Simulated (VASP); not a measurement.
**TePb in VASP 6.6.1, single-point calculation**

INCAR

```
LCHARG = .FALSE.
ISIF = 2
ENCUT = 520
ISMEAR = -1
IBRION = -1
EDIFF = 1E-7
NBANDS = 17
NELM = 120
NSW = 0
PREC = Accurate
LWAVE = .FALSE.
LASPH = .TRUE.
GGA = PE
ISYM = -1
LREAL = .FALSE.
SIGMA = 0.02
```

KPOINTS

```
KPOINTS created by Atomic Simulation Environment
0
Gamma
4 4 4
0 0 0
```

POSCAR

```
Pb Te
 1.0000000000000000
     0.0000000000000000    3.3331935858000001    3.2597424471999998
     3.3331935858000001    0.0000000000000000    3.2597424471999998
     3.3331935858000001    3.3331935858000001    0.0000000000000000
 Pb  Te
   1   1
Cartesian
  0.0000000000000000  0.0000000000000000  0.0000000000000000
  3.3331935857999997  3.3331935857999997  3.2597424471999994
```

The recommended PBE PAW datasets give the neutral cell 20 valence electrons.

Command

```
mpirun -np 1 vasp_std
```

OSZICAR

```
N       E                     dE             d eps       ncg     rms          rms(c)
DAV:   1     0.152821316740E+03    0.15282E+03   -0.91077E+03  2176   0.111E+03
DAV:   2     0.306825215381E+01   -0.14975E+03   -0.14496E+03  2315   0.290E+02
DAV:   3    -0.736853574287E+01   -0.10437E+02   -0.10362E+02  2758   0.835E+01
DAV:   4    -0.765172014695E+01   -0.28318E+00   -0.28302E+00  2873   0.158E+01
DAV:   5    -0.766270366137E+01   -0.10984E-01   -0.10983E-01  3202   0.270E+00    0.292E+00
DAV:   6    -0.750617187329E+01    0.15653E+00   -0.36680E-01  3221   0.386E+00    0.174E+00
DAV:   7    -0.750186384497E+01    0.43080E-02   -0.95608E-02  2786   0.141E+00    0.916E-01
DAV:   8    -0.750440315580E+01   -0.25393E-02   -0.12551E-02  2532   0.112E+00    0.213E-01
DAV:   9    -0.750398293942E+01    0.42022E-03   -0.19872E-03  2954   0.446E-01    0.607E-02
DAV:  10    -0.750405638553E+01   -0.73446E-04   -0.17616E-04  2658   0.769E-02    0.232E-02
DAV:  11    -0.750406076026E+01   -0.43747E-05   -0.25288E-05  2981   0.401E-02    0.463E-03
DAV:  12    -0.750406104876E+01   -0.28850E-06   -0.19961E-06  2727   0.134E-02    0.523E-03
DAV:  13    -0.750406086248E+01    0.18628E-06   -0.28717E-07  2577   0.340E-03    0.150E-03
DAV:  14    -0.750406085604E+01    0.64447E-08   -0.12482E-07  1859   0.290E-03
   1 F= -.75040609E+01 E0= -.75040609E+01  d E =-.715030E-10
```

Standard output (part)

```
POSCAR found type information on POSCAR PbTe
 POSCAR found :  2 types and       2 ions
 LDA part: xc-table for (Slater+PW92), standard interpolation
 POSCAR, INCAR and KPOINTS ok, starting setup
 WAVECAR not read
 entering main loop
```

From OUTCAR

```
k-points           NKPTS =     64   k-points in BZ     NKDIM =     64   number of bands    NBANDS=     17

   NELECT =      20.0000    total number of electrons

   dimension x,y,z NGX =    36 NGY =   36 NGZ =   36
   dimension x,y,z NGXF=    72 NGYF=   72 NGZF=   72

  energy-cutoff  :      520.00
  volume of cell :       72.43
      direct lattice vectors                 reciprocal lattice vectors
     0.000000000  3.333193586  3.259742447    -0.150006289  0.150006289  0.153386351
     3.333193586  0.000000000  3.259742447     0.150006289 -0.150006289  0.153386351
     3.333193586  3.333193586  0.000000000     0.150006289  0.150006289 -0.153386351

 k-points in reciprocal lattice and weights: KPOINTS created by Atomic Simulation Env
   0.00000000  0.00000000  0.00000000       0.016
   0.25000000  0.00000000  0.00000000       0.016
   0.50000000  0.00000000  0.00000000       0.016
  -0.25000000  0.00000000  0.00000000       0.016
   0.00000000  0.25000000  0.00000000       0.016
   0.25000000  0.25000000  0.00000000       0.016
   0.50000000  0.25000000  0.00000000       0.016
  -0.25000000  0.25000000  0.00000000       0.016
   ...

 E-fermi :   5.1632

 k-point     1 :       0.0000    0.0000    0.0000
  band No.  band energies     occupation
      1     -11.8975      2.00000
      2     -11.8928      2.00000
      3     -11.8883      2.00000
      4     -11.8857      2.00000
      5     -11.8857      2.00000
      6      -6.7206      2.00000
      7      -1.0309      2.00000
      8       3.5094      2.00000
      9       3.7240      2.00000
     10       3.7240      2.00000
     11       8.5696      0.00000
     12       8.5696      0.00000
     13       9.0515      0.00000
     14      10.6502      0.00000
     15      10.6502      0.00000
     16      10.7806      0.00000
     17      11.9633      0.00000

 k-point     2 :       0.2500    0.0000    0.0000
  band No.  band energies     occupation
      1     -11.9013      2.00000
      2     -11.8950      2.00000
      3     -11.8889      2.00000
      4     -11.8814      2.00000
      5     -11.8796      2.00000
      6      -6.2550      2.00000
      7      -2.1804      2.00000
      8       3.7710      2.00000
      9       3.8330      2.00000
     10       4.1767      2.00000
     11       6.8456      0.00000
     12       7.1575      0.00000
     13       7.4087      0.00000
     14      10.8218      0.00000
     15      11.7208      0.00000
     16      11.7371      0.00000
     17      14.5799      0.00000

 k-point     3 :       0.5000    0.0000    0.0000
  band No.  band energies     occupation
      1     -11.9061      2.00000
      2     -11.9007      2.00000
      3     -11.8874      2.00000
      4     -11.8758      2.00000
      5     -11.8725      2.00000
      6      -5.4634      2.00000
      7      -3.5092      2.00000
      8       4.0406      2.00000
      9       4.0850      2.00000
     10       4.7429      2.00000
     11       5.5898      0.00000
     12       6.1295      0.00000
     13       6.2226      0.00000
     14      13.0395      0.00000
     15      13.7814      0.00000
     16      13.9826      0.00000
     17      14.0586      0.00000

 ...

  Total       -0.6960605     -0.6960621      0.3371302      0.0000044      0.0000051      0.0000049
  in kB      -15.3965433    -15.3965771      7.4571667      0.0000972      0.0001132      0.0001089
  external PRESSURE =      -7.7786512 kB  Pullay stress =       0.0000000 kB

 POSITION                                       TOTAL-FORCE (eV/Angst)
 -----------------------------------------------------------------------------------
      0.00000      0.00000      0.00000        -0.000000     -0.000000      0.000001
      3.33319      3.33319      3.25974         0.000000      0.000000     -0.000001
 -----------------------------------------------------------------------------------
    total drift:                               -0.000001     -0.000001      0.000002

  FREE ENERGIE OF THE ION-ELECTRON SYSTEM (eV)
  ---------------------------------------------------
  free  energy   TOTEN  =        -7.5040608560 eV

  energy  without entropy=       -7.5040608560  energy(sigma->0) =       -7.50406086
```

It converged. Results: gap between bands v and c on the k mesh 0.85 eV; least direct gap on the k mesh 0.85 eV; pressure -0.8 GPa. Band v is the last that the valence electrons fill when counted band by band, and c is the next.

For comparison, a separate PBE run of the intended cell, on usual settings and not on those above, gives a gap of 0.85 eV on its mesh and a pressure of -0.8 GPa.

The run above took about 80 s on one core of a shared host (Intel Xeon Platinum 8488C) and held 0.24 GiB at most.
